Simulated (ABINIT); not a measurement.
# Zn (C2/m) in ABINIT: reference runs

How does Zn come out in PBEsol? The cell is run as given and disturbed.

All numbers are computed with ABINIT 10.8.3 (patched build); they aren't measurements. Logs are shortened: lines on timing, memory, paths and dates and some standing lists are left out, and cuts for length are marked. The log counts tension as positive stress, the text compression.

### Step 1. Starting point

The structure is monoclinic, space group C2/m (No. 12). The conventional cell has a = 4.536 Å, b = 2.617 Å, c = 7.472 Å, α = 90.00°, β = 102.30°, γ = 90.00°. Zn (site symmetry m) is surrounded by 12 Zn at 2.62 to 2.89 Å. Around Zn (site symmetry 2/m) lie 12 Zn at 2.62 to 2.89 Å.

This isn't the form of Zn at room conditions, which is hcp.

### Step 2. Single point, PBEsol

run.abi reads:

```
# Pseudopotentials
pp_dirpath "./"
pseudos "Zn.GGA_PBE-JTH.xml"

# Structure
acell 2.6185366508 2.6185366508 7.4719155054 Angstrom
rprim
     0.8661976043    -0.4997016214     0.0000000000
     0.8661976043     0.4997016214     0.0000000000
    -0.2130265715     0.0000000000     0.9770464062
ntypat 1
znucl 30
natom 3
typat 1 1 1
xred
     0.7780178600     0.7780178600     0.3345049800
     0.2219821400     0.2219821400     0.6654950200
     0.0000000000     0.0000000000     0.0000000000
chkprim 0
chksymtnons 0
tolsym 1.0e-6

# Plane-wave basis
ecut 22.0
pawecutdg 44.0
pawxcdev 0

# k points
kptopt 1
ngkpt 12 12 4
nshiftk 1
shiftk 0.0 0.0 0.0

# Exchange and correlation
ixc -116133

# Bands and occupations
nband 22
occopt 3
tsmear 0.05 eV

# SCF cycle
nstep 100
tolvrs 1.0e-9

# Output
iomode 3
prtwf 0
prteig 0
prtebands 0
enunit 2
prtden 1
prtvha 1
prtvclmb 1
prtpot 1
```

Potentials or basis: JTH PAW PBE v2.0.

On the command line:

```sh
> mpirun --bind-to none -np 4 abinit run.abi > log 2>&1
```

run.abo:

```text
.Version 10.8.3 of ABINIT
 Symmetries : space group C2/m (# 12); Bravais mC (1-face-center monocl.)
================================================================================
 Values of the parameters that define the memory need of the present run
     intxc =       0    ionmov =       0      iscf =      17    lmnmax =      18
     lnmax =       6     mgfft =      60  mpssoang =       3    mqgrid =    4120
     natom =       3  nloc_mem =       2    nspden =       1   nspinor =       1
    nsppol =       1      nsym =       4    n1xccc =       1    ntypat =       1
    occopt =       3   xclevel =       2
       mpw =        1455          nfft =       34560          nkpt =         164
Pmy_natom=         1
 PAW method is used; the additional fine FFT grid is defined by:
   mgfftf=        90    nfftf =     81000
================================================================================
================================================================================

--------------------------------------------------------------------------------
------------- Echo of variables that govern the present computation ------------
--------------------------------------------------------------------------------
 -outvars: echo values of preprocessed input variables --------
            acell      4.9483171207E+00  4.9483171207E+00  1.4119873941E+01 Bohr
              amu      6.53900000E+01
          chkprim           0
      chksymtnons           0
             ecut      2.20000000E+01 Hartree
           enunit           2
                       outvar_i_n : Printing only first  50 k-points.
              ixc     -116133
                       outvar_i_n : Printing only first  50 k-points.
         kptrlatt       12    0    0      0   12    0      0    0    4
          kptrlen      5.64794958E+01
            natom           3
            nband          22
            ngfft          24      24      60
          ngfftdg          30      30      90
             nkpt         164
            nstep         100
             nsym           4
           ntypat           1
                       prtocc : prtvol=0, do not print more k-points.
           occopt           3
        pawecutdg      4.40000000E+01 Hartree
         pawxcdev           0
        prtebands           0
           prteig           0
           prtpot           1
         prtvclmb           1
           prtvha           1
            prtwf           0
            rprim      8.6619760430E-01 -4.9970162140E-01  0.0000000000E+00
                       8.6619760430E-01  4.9970162140E-01  0.0000000000E+00
                      -2.1302657150E-01  0.0000000000E+00  9.7704640620E-01
          spgroup          12
           tolsym      1.00000000E-06
           tolvrs      1.00000000E-09
           tsmear      1.83746611E-03 Hartree
            typat      1  1  1
           useylm           1
                       outvars : Printing only first  50 k-points.
           xangst      2.9969166990E+00 -5.5913724363E-17  2.4420228963E+00
                      -5.2292894305E-02  1.4258280433E-17  4.8583852957E+00
                       0.0000000000E+00  0.0000000000E+00  0.0000000000E+00
            xcart      5.6633517833E+00 -1.0566162573E-16  4.6147544671E+00
                      -9.8819248568E-02  2.6944245046E-17  9.1810176231E+00
                       0.0000000000E+00  0.0000000000E+00  0.0000000000E+00
             xred      7.7801786000E-01  7.7801786000E-01  3.3450498000E-01
                       2.2198214000E-01  2.2198214000E-01  6.6549502000E-01
                       0.0000000000E+00  0.0000000000E+00  0.0000000000E+00
            znucl       30.00000

================================================================================

 chkinp: Checking input parameters for consistency.

================================================================================
== DATASET  1 ==================================================================

--- !DatasetInfo
iteration_state: {dtset: 1, }
dimensions: {natom: 3, nkpt: 164, mband: 22, nsppol: 1, nspinor: 1, nspden: 1, mpw: 1455, }
cutoff_energies: {ecut:  22.0, pawecutdg:  44.0, }
electrons: {nelect:   3.60000000E+01, charge:   0.00000000E+00, occopt:   3.00000000E+00, tsmear:   1.83746611E-03, }
meta: {optdriver: 0, ionmov: 0, optcell: 0, iscf: 17, paral_kgb: 0, }
...

 Real(R)+Recip(G) space primitive vectors, cartesian coordinates (Bohr,Bohr^-1):
 R(1)=  4.2862204 -2.4726821  0.0000000  G(1)=  0.1166529 -0.2022096  0.0254340
 R(2)=  4.2862204  2.4726821  0.0000000  G(2)=  0.1166529  0.2022096  0.0254340
 R(3)= -3.0079083  0.0000000 13.7957721  G(3)=  0.0000000  0.0000000  0.0724860
 Unit cell volume ucvol=  2.9242789E+02 bohr^3
[... 101 lines left out ...]
- [  2.2198E-01,   2.2198E-01,   6.6550E-01, Zn]
- [  0.0000E+00,   0.0000E+00,   0.0000E+00, Zn]
cartesian_forces: # hartree/bohr
- [ -1.17414316E-04,  -6.41774698E-21,  -1.13171710E-04, ]
- [  1.17414316E-04,   1.54527651E-20,   1.13171710E-04, ]
- [ -4.51750905E-21,  -9.03501810E-21,  -0.00000000E+00, ]
force_length_stats: {min:   1.01014573E-20, max:   1.63076539E-04, mean:   1.08717693E-04, }
...

 Integrated electronic density in atomic spheres:
 ------------------------------------------------
 Atom  Sphere_radius  Integrated_density
    1        2.30770         10.79276338
    2        2.30770         10.79276338
    3        2.30770         10.79026606

================================================================================

 ----iterations are completed or convergence reached----

 Mean square residual over all n,k,spin=   14.531E-08; max=  29.815E-05
 reduced coordinates (array xred) for    3 atoms
       0.778017860000      0.778017860000      0.334504980000
       0.221982140000      0.221982140000      0.665495020000
       0.000000000000      0.000000000000      0.000000000000
 rms dE/dt=  6.6099E-04; max dE/dt=  1.2081E-03; dE/dt below (all hartree)
    1       0.000503263642      0.000503263642      0.001208119621
    2      -0.000503263642     -0.000503263642     -0.001208119621
    3       0.000000000000      0.000000000000      0.000000000000

 cartesian coordinates (angstrom) at end:
    1      2.99691669904174    -0.00000000000000     2.44202289625048
    2     -0.05229289430538     0.00000000000000     4.85838529573064
    3      0.00000000000000     0.00000000000000     0.00000000000000

 cartesian forces (hartree/bohr) at end:
    1     -0.00011741431632    -0.00000000000000    -0.00011317171024
    2      0.00011741431632     0.00000000000000     0.00011317171024
    3     -0.00000000000000    -0.00000000000000    -0.00000000000000
 frms,max,avg= 7.6875018E-05 1.1741432E-04   0.000E+00  0.000E+00  0.000E+00 h/b

 cartesian forces (eV/Angstrom) at end:
    1     -0.00603768690052    -0.00000000000000    -0.00581952332415
    2      0.00603768690052     0.00000000000000     0.00581952332415
    3     -0.00000000000000    -0.00000000000000    -0.00000000000000
 frms,max,avg= 3.9530724E-03 6.0376869E-03   0.000E+00  0.000E+00  0.000E+00 e/A
 length scales=  4.948317120664  4.948317120664 14.119873941130 bohr
              =  2.618536650800  2.618536650800  7.471915505400 angstroms
 Fermi (or HOMO) energy (hartree) =   0.40988   Average Vxc (hartree)=  -0.40115
 Eigenvalues (hartree) for nkpt= 164  k points:
 kpt#   1, nband= 22, wtk=  0.00174, kpt=  0.0000  0.0000  0.0000 (reduced coord)
   0.00855    0.07657    0.07680    0.11312    0.12237    0.12244    0.12276    0.12293
   0.12420    0.12439    0.13837    0.13857    0.14461    0.14473    0.14484    0.14516
   0.15006    0.15119    0.46781    0.46996    0.91937    1.05400
      occupation numbers for kpt#   1
   2.00000    2.00000    2.00000    2.00000    2.00000    2.00000    2.00000    2.00000
   2.00000    2.00000    2.00000    2.00000    2.00000    2.00000    2.00000    2.00000
   2.00000    2.00000    0.00000    0.00000    0.00000    0.00000
 prteigrs : prtvol=0 or 1, do not print more k-points.

 Fermi (or HOMO) energy (eV) =  11.15353   Average Vxc (eV)= -10.91590
 Eigenvalues (   eV  ) for nkpt= 164  k points:
 kpt#   1, nband= 22, wtk=  0.00174, kpt=  0.0000  0.0000  0.0000 (reduced coord)
   0.23267    2.08357    2.08994    3.07826    3.32993    3.33181    3.34035    3.34508
   3.37954    3.38477    3.76520    3.77075    3.93498    3.93842    3.94122    3.95008
   4.08324    4.11414   12.72968   12.78824   25.01741   28.68091
 prteigrs : prtvol=0 or 1, do not print more k-points.

--- !EnergyTerms
iteration_state     : {dtset: 1, }
comment             : Components of total free energy in Hartree
kinetic             :  1.96560187595917E+01
hartree             :  4.05379152795138E+01
xc                  : -5.33370489519505E+00
Ewald energy        : -1.35186295585569E+02
psp_core            :  3.04532359290822E+00
local_psp           : -1.63985689558276E+02
PAW spherical_terms :  4.83641755949093E+01
internal            : -1.92902256812117E+02
'-kT*entropy'       : -2.73989531319012E-04
total_energy        : -1.92902530801648E+02
total_energy_eV     : -5.24914527347090E+03
...

--- !EnergyTermsDC
iteration_state     : {dtset: 1, }
comment             : '"Double-counting" decomposition of free energy'
band_energy         :  5.28874643296960E+00
Ewald energy        : -1.35186295585569E+02
psp_core            :  3.04532359290822E+00
xc_dc               : -3.93400830336383E+01
PAW spherical_terms : -2.67099502403986E+01
internal            : -1.92902258833728E+02
'-kT*entropy'       : -2.73989531319012E-04
total_energy_dc     : -1.92902532823259E+02
total_energy_dc_eV  : -5.24914532848173E+03
...

--- !EnergyTermsWithPAWCore
iteration_state     : {dtset: 1, }
comment             : 'Components of total free energy, including PAW core contributions'
Total energy        : -5.38397979550296E+03
Total energy DC     : -5.38397979752457E+03
Total energy (eV)   : -1.46505553755989E+05
Total energy DC (eV): -1.46505553811000E+05
...

 Cartesian components of stress tensor (hartree/bohr^3)
  sigma(1 1)=  1.13395360E-04  sigma(3 2)=  0.00000000E+00
  sigma(2 2)=  1.33031165E-04  sigma(3 1)=  1.36255290E-05
  sigma(3 3)= -6.80039905E-05  sigma(2 1)=  0.00000000E+00

-Cartesian components of stress tensor (GPa)         [Pressure= -1.7498E+00 GPa]
- sigma(1 1)=  3.33620666E+00  sigma(3 2)=  0.00000000E+00
- sigma(2 2)=  3.91391200E+00  sigma(3 1)=  4.00876903E-01
- sigma(3 3)= -2.00074648E+00  sigma(2 1)=  0.00000000E+00

== END DATASET(S) ==============================================================
================================================================================

 -outvars: echo values of variables after computation  --------
            acell      4.9483171207E+00  4.9483171207E+00  1.4119873941E+01 Bohr
           etotal     -1.9290253282E+02
            fcart     -1.1741431632E-04 -6.4177469821E-21 -1.1317171024E-04
                       1.1741431632E-04  1.5452765086E-20  1.1317171024E-04
                      -4.5175090520E-21 -9.0350181040E-21 -0.0000000000E+00
            rprim      8.6619760430E-01 -4.9970162140E-01  0.0000000000E+00
                       8.6619760430E-01  4.9970162140E-01  0.0000000000E+00
                      -2.1302657150E-01  0.0000000000E+00  9.7704640620E-01
           strten      1.1339535954E-04  1.3303116482E-04 -6.8003990505E-05
                       0.0000000000E+00  1.3625528981E-05  0.0000000000E+00
           xangst      2.9969166990E+00 -5.5913724363E-17  2.4420228963E+00
                      -5.2292894305E-02  1.4258280433E-17  4.8583852957E+00
                       0.0000000000E+00  0.0000000000E+00  0.0000000000E+00
             xred      7.7801786000E-01  7.7801786000E-01  3.3450498000E-01
                       2.2198214000E-01  2.2198214000E-01  6.6549502000E-01
                       0.0000000000E+00  0.0000000000E+00  0.0000000000E+00
 Calculation completed.
```

Wall time 1.8 min (4 MPI ranks of Arm Neoverse V2, shared host); peak memory 0.48 GiB.

Results:

```yaml
Free_energy: -5249.1453 eV
Pressure: -1.7 GPa
Largest_force: 0.008 eV/Å
Band_gap_on_the_k_mesh: none (metal or under the smearing width)
Valence_electrons_inside_the_program's_atomic_spheres: Zn 10.79 (radii [1.2212] Å)
```

Forces on the atoms (eV/Å):
```
Zn  -0.006  0.000 -0.006
Zn   0.006  0.000  0.006
Zn   0.000  0.000  0.000
```

Stress tensor (GPa, compression positive):
```
-3.34  0.00 -0.40
 0.00 -3.91  0.00
-0.40  0.00  2.00
```

Levels at points of the mesh, in eV from the Fermi level:
```
           k point  band 15  band 16  band 17  band 18  band 19  band 20  band 21  band 22
(0.00, 0.00, 0.00)    -7.21    -7.20    -7.07    -7.04     1.58     1.63    13.86    17.53
(0.50, 0.00, 0.00)    -6.95    -3.04    -2.31    -1.80     0.51     1.10     1.99     6.55
(0.50, 0.50, 0.00)    -6.95    -2.70    -2.55    -2.02    -0.33     2.05     3.57     4.42
(0.00, 0.00, 0.50)    -7.31    -7.16    -7.16    -4.00    -3.07     7.90     7.98    18.01
(0.50, 0.00, 0.50)    -6.95    -2.74    -2.51    -2.02    -0.20     1.88     3.38     4.67
(0.50, 0.50, 0.50)    -6.95    -3.06    -2.34    -1.70     0.64     0.92     1.79     6.82
```

Caveat: the PAW data sets were made with another functional, which shifts forces and pressure a little.

(Part 1 of 2 ends here.)
